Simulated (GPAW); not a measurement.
# Local fields in the dielectric function of BaO (Fm-3m)

What do local fields and a kernel do to the response of BaO (Fm-3m)?

Calculated with GPAW 26.7.0; PBE and many-body steps on it, plane waves.

Report form: the programs' logs are mostly left out.

The database entry behind the starting cell differs from later determinations by our own check (about 0.7 % short), so it need not match the best structure at ambient conditions.

## (1) Starting point

It takes space group Fm-3m (No. 225, cubic). Conventional cell: a = 5.500 Å, b = 5.500 Å, c = 5.500 Å, α = 90.00°, β = 90.00°, γ = 90.00°. Nearest to Ba lie 6 O at 2.75 Å. O has 6 Ba at 2.75 Å nearest. Farther neighbours and most contacts between anions are not listed.

Structure file:

```cif
data_structure
_symmetry_space_group_name_H-M 'P 1'
_symmetry_Int_Tables_number 1
_cell_length_a 3.8891
_cell_length_b 3.8891
_cell_length_c 3.8891
_cell_angle_alpha 60.000
_cell_angle_beta 60.000
_cell_angle_gamma 60.000
_cell_volume 41.59
loop_
_atom_site_label
_atom_site_type_symbol
_atom_site_fract_x
_atom_site_fract_y
_atom_site_fract_z
_atom_site_occupancy
Ba1 Ba 0.00000 0.00000 0.00000 1
O2 O 0.50000 0.50000 0.50000 1
```

The cell and positions come from the Crystallography Open Database and are kept as given unless a step says otherwise. Spin-orbit coupling is left out unless a step names it.

## (2) Empty states on the mesh, 10×10×10 mesh, 55 bands

This step: GPAW 26.7.0; DFT, PBE, plane waves, PAW.

The sums over transitions need many empty states on a uniform mesh; this step solves for them.

Contents of run.py:

```python
import json
import numpy as np
from gpaw.mpi import world
from gpaw import GPAW

calc = GPAW('gs.gpw').fixed_density(kpts={'size': (10, 10, 10), 'gamma': True},
    nbands=64,
    convergence={'bands': 55},
    txt='nscf.txt')
calc.write('full.gpw', mode='all')
res = {}
kpts = calc.get_ibz_k_points()
res['kpts'] = kpts
res['eigenvalues'] = [calc.get_eigenvalues(kpt=k) for k in range(len(kpts))]
res['n_electrons'] = calc.get_number_of_electrons()

if world.rank == 0:
    with open('result.json', 'w') as f:
        json.dump(res, f, default=lambda x: x.tolist())
```

Started as:

```sh
> mpirun -n 4 gpaw python run.py
```

Wall time 25 s (4 MPI ranks of Arm Neoverse V2, shared host); peak memory 0.76 GiB.

Numbers from this step:

* gap: 1.921 eV
* k of the valence top: 0.5, 0.5, 0
* k of the conduction bottom: 0.5, 0.5, 0
* least direct gap: 1.921 eV
* k points computed: 47
* lowest point of the top converged band, above the valence top: 49.72 eV

On this mesh the gap is 1.921 eV.

## (3) RPA response

The response function is computed on a frequency grid, with local fields up to the given cutoff.

This step: linear response, RPA, on PBE, plane waves, PAW.

Contents of run.py:

```python
import json
import numpy as np
from gpaw.mpi import world
from gpaw.response.df import DielectricFunction

df = DielectricFunction('full.gpw',
    ecut=50,
    nbands=55,
    eta=0.2,
    frequencies={'type': 'nonlinear', 'domega0': 0.05, 'omega2': 10.0},
    intraband=False,
    txt='df.txt')
res = {'optical': {}, 'eels': []}
for d in 'x':
    y0, y = df.get_dielectric_function(direction=d, xc='RPA', filename=None)
    res['optical'][d] = [y0.real, y0.imag, y.real, y.imag]
res['w'] = df.get_frequencies()
for q_c in [[0.1, 0, 0], [0.2, 0, 0], [0.5, 0, 0], [0.8, 0, 0], [1.2, 0, 0]]:
    res['eels'].append(df.get_eels_spectrum(q_c=q_c, xc='RPA', filename=None))

if world.rank == 0:
    with open('result.json', 'w') as f:
        json.dump(res, f, default=lambda x: x.tolist())
```

Started as:

```sh
> mpirun -n 4 gpaw python run.py
```

It took 27 s on 4 MPI ranks; peak memory 1.1 GiB; 1.8 min of CPU time.

This step gave:

| Property | Result |
| --- | --- |
| ε at zero frequency | 4.079 |
| the same without local fields | 4.475 |

The static value is 4.08.

The ε₂ has structure finer than the step of the table below, so its rows give means over 2 eV, whole bins alone (the curve runs from 0 to 39.8 eV). Peaks (eV: height): xx, no local fields 7.8: 5.80, 15.2: 3.09; xx, local fields 7.8: 5.43, 21.8: 2.59.

RPA, broadening 0.2 eV. Table of ε₂ by photon energy; means over each step:

```
photon energy (eV)  xx, no local fields  xx, local fields
                 2                0.387             0.354
                 4                 1.30              1.19
                 6                 3.43              3.22
                 8                 4.83              4.47
                10                 2.30              2.13
                12                 1.16              1.01
                14                 2.35              1.22
                16                 2.74              1.43
                18                 2.69              1.32
                20                 2.08              1.45
                22                0.928              2.14
                24                0.565             0.987
                26                0.329             0.611
                28                0.249             0.419
                30                0.202             0.340
                32                0.208             0.343
                34                0.202             0.290
                36                0.166             0.242
                38               0.0965             0.140
```

The loss function, xx has structure finer than the step of the table below, so its rows give means over 1 eV, whole bins alone (the curve runs from 0 to 39.8 eV). Peaks (eV: height): 11.0: 0.924, 26.8: 1.76, 32.2: 1.08.

Optical limit, local fields. Loss function, xx against energy loss; means over each step:

```
energy loss (eV)  loss function, xx
               1            0.00242
               2             0.0136
               3             0.0385
               4             0.0470
               5             0.0667
               6             0.0893
               7              0.135
               8              0.197
               9              0.290
              10              0.500
              11              0.818
              12              0.400
              13              0.407
              14              0.401
              15              0.349
              16              0.432
              17              0.442
              18              0.437
              19              0.413
              20              0.454
              21              0.346
              22              0.399
              23              0.689
              24              0.993
              25               1.43
              26               1.52
              27               1.72
              28               1.64
              29               1.31
              30               1.15
              31              0.875
              32               1.00
              33              0.839
              34              0.771
              35              0.781
              36              0.755
              37              0.566
              38              0.424
              39              0.260
```

The -Im 1/eps(q) has structure finer than the step of the table below, so its rows give means over 2 eV, whole bins alone (the curve runs from 0 to 39.8 eV). Peaks (eV: height): q = 0.198 1/A 11.0: 0.902, 27.8: 1.72, 32.2: 1.10; q = 0.396 1/A 11.2: 0.858, 27.8: 1.68, 32.2: 1.12; q = 0.989 1/A 11.6: 0.474, 27.8: 1.15, 32.2: 1.08; q = 1.583 1/A 29.8: 0.640, 32.2: 0.750, 35.4: 0.793; q = 2.374 1/A 25.4: 0.283, 34.8: 0.425, 38.6: 0.420.

RPA, local fields; q along the first reciprocal vector. The -Im 1/eps(q) by energy loss; means over each step:

```
energy loss (eV)  q = 0.198 1/A  q = 0.396 1/A  q = 0.989 1/A  q = 1.583 1/A  q = 2.374 1/A
               2         0.0146        0.00972        0.00320        0.00498        0.00146
               4         0.0481         0.0480         0.0400         0.0357         0.0114
               6         0.0938         0.0945          0.106         0.0753         0.0274
               8          0.198          0.193          0.159          0.110         0.0533
              10          0.522          0.478          0.318          0.137         0.0342
              12          0.499          0.478          0.343          0.182         0.0361
              14          0.389          0.399          0.304          0.163         0.0786
              16          0.402          0.382          0.270          0.174          0.103
              18          0.424          0.405          0.318          0.195          0.119
              20          0.420          0.414          0.334          0.251          0.147
              22          0.432          0.445          0.501          0.364          0.198
              24           1.03           1.02          0.837          0.540          0.228
              26           1.52           1.39          0.922          0.558          0.243
              28           1.57           1.49           1.05          0.552          0.220
              30           1.13           1.15          0.979          0.581          0.248
              32          0.951          0.979          0.959          0.673          0.312
              34          0.774          0.793          0.839          0.670          0.370
              36          0.724          0.714          0.767          0.708          0.386
              38          0.416          0.428          0.555          0.626          0.390
```

## (4) ALDA response

This step: linear response, ALDA, on PBE, plane waves, PAW.

Changes to run.py since step 3:

```diff
@@ -14,7 +14,7 @@
 for d in 'x':
-    y0, y = df.get_dielectric_function(direction=d, xc='RPA', filename=None)
+    y0, y = df.get_dielectric_function(direction=d, xc='ALDA', filename=None)
     res['optical'][d] = [y0.real, y0.imag, y.real, y.imag]
 res['w'] = df.get_frequencies()
-for q_c in [[0.1, 0, 0], [0.2, 0, 0], [0.5, 0, 0], [0.8, 0, 0], [1.2, 0, 0]]:
-    res['eels'].append(df.get_eels_spectrum(q_c=q_c, xc='RPA', filename=None))
+for q_c in [[0.5, 0, 0]]:
+    res['eels'].append(df.get_eels_spectrum(q_c=q_c, xc='ALDA', filename=None))
```

Started as:

```sh
> mpirun -n 4 gpaw python run.py
```

It took 8.5 s on 4 MPI ranks; peak memory 1.1 GiB.

This step gave:

| Item | Value |
| --- | --- |
| ε at zero frequency | 4.199 |
| the same without local fields | 4.475 |

The static value is 4.20.

ALDA, broadening 0.2 eV. The ε₂ by photon energy; read off at these points:

```
photon energy (eV)  xx, no local fields  xx, local fields
               0.0                    0                 0
               1.0               0.0433            0.0415
               2.0                0.254             0.245
               3.0                 1.02             0.986
               4.0                 1.12              1.09
               5.0                 1.83              1.80
               6.0                 3.31              3.25
               7.0                 4.46              4.20
               7.8                 5.80              5.45
               8.0                 5.45              5.16
               9.0                 3.85              3.61
              10.0                 2.24              2.13
              11.0                 1.07             0.992
              12.0                 1.12              1.01
              13.0                 1.50              1.16
              14.0                 2.45              1.48
              15.0                 2.86              1.61
              15.2                 3.09              1.76
              16.0                 2.61              1.59
              17.0                 2.89              1.60
              18.0                 2.62              1.29
              18.4                 2.95              1.46
              19.0                 2.49              1.73
              20.0                 2.10              1.49
              21.0                 1.52              2.31
              21.6                0.986              2.78
              22.0                0.850              2.43
              23.0                0.685              1.14
              24.0                0.556             0.886
              25.0                0.414             0.624
              26.0                0.336             0.601
              27.0                0.260             0.426
              28.0                0.252             0.369
              29.0                0.229             0.348
              30.0                0.193             0.306
              31.0                0.217             0.302
              32.0                0.205             0.326
              33.0                0.198             0.250
              34.0                0.203             0.272
              35.0                0.198             0.262
              36.0                0.164             0.201
              37.0                0.122             0.163
              38.0               0.0964             0.131
              39.0               0.0750            0.0927
```

## (5) RPA response, local-field cutoff (10×10×10 mesh, 55 bands, screening to 15 eV, broadening 0.2 eV)

This step: linear response, RPA, on PBE, plane waves, PAW.

Changes to run.py since step 4:

```diff
@@ -6,3 +6,3 @@
 df = DielectricFunction('full.gpw',
-    ecut=50,
+    ecut=15,
     nbands=55,
@@ -14,3 +14,3 @@
 for d in 'x':
-    y0, y = df.get_dielectric_function(direction=d, xc='ALDA', filename=None)
+    y0, y = df.get_dielectric_function(direction=d, xc='RPA', filename=None)
     res['optical'][d] = [y0.real, y0.imag, y.real, y.imag]
@@ -18,3 +18,3 @@
 for q_c in [[0.5, 0, 0]]:
-    res['eels'].append(df.get_eels_spectrum(q_c=q_c, xc='ALDA', filename=None))
+    res['eels'].append(df.get_eels_spectrum(q_c=q_c, xc='RPA', filename=None))
```

Started as:

```sh
> mpirun -n 4 gpaw python run.py
```

Wall time 8.1 s (4 MPI ranks); peak memory 1 GiB.

Numbers from this step:

```yaml
eps_at_zero_frequency: 4.473
the_same_without_local_fields: 4.475
```

The static value is 4.47.

## (6) RPA response, fewer bands (10×10×10 mesh, 13 bands, screening to 50 eV, broadening 0.2 eV)

Changes to run.py since step 5:

```diff
@@ -6,4 +6,4 @@
 df = DielectricFunction('full.gpw',
-    ecut=15,
-    nbands=55,
+    ecut=50,
+    nbands=13,
     eta=0.2,
@@ -17,3 +17,3 @@
 res['w'] = df.get_frequencies()
-for q_c in [[0.5, 0, 0]]:
+for q_c in []:
     res['eels'].append(df.get_eels_spectrum(q_c=q_c, xc='RPA', filename=None))
```

Started as:

```sh
> mpirun -n 4 gpaw python run.py
```

The job ended after 3.6 s (4 MPI ranks; peak memory 0.53 GiB).

This step gave:

* ε at zero frequency: 3.761
* the same without local fields: 3.998

## (7) RPA response, scissors (10×10×10 mesh, 55 bands, screening to 50 eV, broadening 0.2 eV)

Changes to run.py since step 6:

```diff
@@ -7,3 +7,3 @@
     ecut=50,
-    nbands=13,
+    nbands=55,
     eta=0.2,
@@ -11,2 +11,3 @@
     intraband=False,
+    eshift=0.5,
     txt='df.txt')
```

Started as:

```sh
> mpirun -n 4 gpaw python run.py
```

Wall time 5.7 s (4 MPI ranks); peak memory 1.1 GiB; 22 s of CPU time.

Numbers from this step:

| Quantity | Value |
| --- | --- |
| ε at zero frequency | 3.885 |
| the same without local fields | 4.254 |

The static value is 3.88.

RPA, broadening 0.2 eV. ε₂ against photon energy; read off at these points:

```
photon energy (eV)  xx, no local fields  xx, local fields
               0.0                    0                 0
               1.0               0.0293            0.0267
               2.0               0.0929            0.0851
               3.0                0.743             0.679
               4.0                0.951             0.859
               5.0                 1.71              1.56
               6.0                 2.63              2.46
               7.0                 4.58              4.35
               8.0                 5.71              5.30
               8.2                 5.73              5.35
               8.4                 5.71              5.36
               9.0                 4.06              3.70
              10.0                 3.21              2.97
              11.0                 1.43              1.36
              12.0                0.793             0.700
              13.0                 1.47               1.3
              14.0                 2.09              1.30
              15.0                 2.62              1.15
              15.8                 3.18              1.57
              16.0                 2.88              1.62
              17.0                 2.50              1.31
              18.0                 2.51              1.28
              19.0                 2.94              1.34
              20.0                 1.98              1.53
              21.0                 2.19              1.34
              22.0                 1.04              2.41
              22.4                0.885              2.59
              23.0                0.746              2.02
              24.0                0.714              1.21
              25.0                0.440             0.789
              26.0                0.384             0.646
              27.0                0.261             0.563
              28.0                0.257             0.470
              29.0                0.241             0.370
              30.0                0.205             0.368
              31.0                0.190             0.305
              32.0                0.226             0.385
              33.0                0.193             0.305
              34.0                0.205             0.287
              35.0                0.198             0.285
              36.0                0.190             0.298
              37.0                0.148             0.205
              38.0                0.111             0.168
              39.0               0.0818             0.113
```

## (8) RPA response, no empty band (10×10×10 mesh, 8 bands, screening to 30 eV, broadening 0.2 eV)

Changes to run.py since step 7:

```diff
@@ -6,4 +6,4 @@
 df = DielectricFunction('full.gpw',
-    ecut=50,
-    nbands=55,
+    ecut=30,
+    nbands=8,
     eta=0.2,
@@ -11,3 +11,2 @@
     intraband=False,
-    eshift=0.5,
     txt='df.txt')
```

Started as:

```sh
> mpirun -n 4 gpaw python run.py
```

Run time: 3.3 s. Hardware: 4 MPI ranks; peak memory 0.53 GiB.

Numbers from this step:

```yaml
eps_at_zero_frequency: 1
the_same_without_local_fields: 1
```

The run ended normally, though the input holds a fault or crude settings.

The fault put into this input: no empty band.

## (9) The runs together

Times are wall times on 4 MPI ranks of Arm Neoverse V2, shared host, good to a factor of about two.

```
                                                                                              run  ε(0)  without local fields   time
                                                                                     RPA response  4.08                  4.47   27 s
                                                                                    ALDA response  4.20                  4.47  8.5 s
RPA response, local-field cutoff (10×10×10 mesh, 55 bands, screening to 15 eV, broadening 0.2 eV)  4.47                  4.47  8.1 s
       RPA response, fewer bands (10×10×10 mesh, 13 bands, screening to 50 eV, broadening 0.2 eV)  3.76                  4.00  3.6 s
          RPA response, scissors (10×10×10 mesh, 55 bands, screening to 50 eV, broadening 0.2 eV)  3.88                  4.25  5.7 s
```

## (10) Outcome

| Property | Result |
| --- | --- |
| RPA response | ε(0) 4.08 |
| ALDA response | ε(0) 4.20 |
| RPA response, local-field cutoff (10×10×10 mesh, 55 bands, screening to 15 eV, broadening 0.2 eV) | ε(0) 4.47 |
| RPA response, fewer bands (10×10×10 mesh, 13 bands, screening to 50 eV, broadening 0.2 eV) | ε(0) 3.76 |
| RPA response, scissors (10×10×10 mesh, 55 bands, screening to 50 eV, broadening 0.2 eV) | ε(0) 3.88 |

What this shows: In the optical limit the electronic ε(0) is 4.08, against 4.47 without local fields. ALDA response: ε(0) = 4.20. RPA response, local-field cutoff (10×10×10 mesh, 55 bands, screening to 15 eV, broadening 0.2 eV): ε(0) = 4.47. RPA response, fewer bands (10×10×10 mesh, 13 bands, screening to 50 eV, broadening 0.2 eV): ε(0) = 3.76. RPA response, scissors (10×10×10 mesh, 55 bands, screening to 50 eV, broadening 0.2 eV): ε(0) = 3.88. ε(0) converges slowly with a Γ-centred mesh, and this one is not shown settled. Unless a shift is named, the levels are those of the density functional, and only a kernel with a long-range part can bind an exciton.

[Paths, hosts, dates, memory and timing lines, banners, echoed tables and standing remarks are left out of the program output.]

[Logs are printed without paths, hosts, clocks, repeated set-up lines and the standing remarks that a program may print on its own settings, such as how far it seeks lower states.]

[Runs of the session that timed out or met a known fault of the program may be left out.]

[Hosts, paths, dates, database ids (printed as entryN), source tags and the programs' standing remarks are cut or masked in the printed files.]
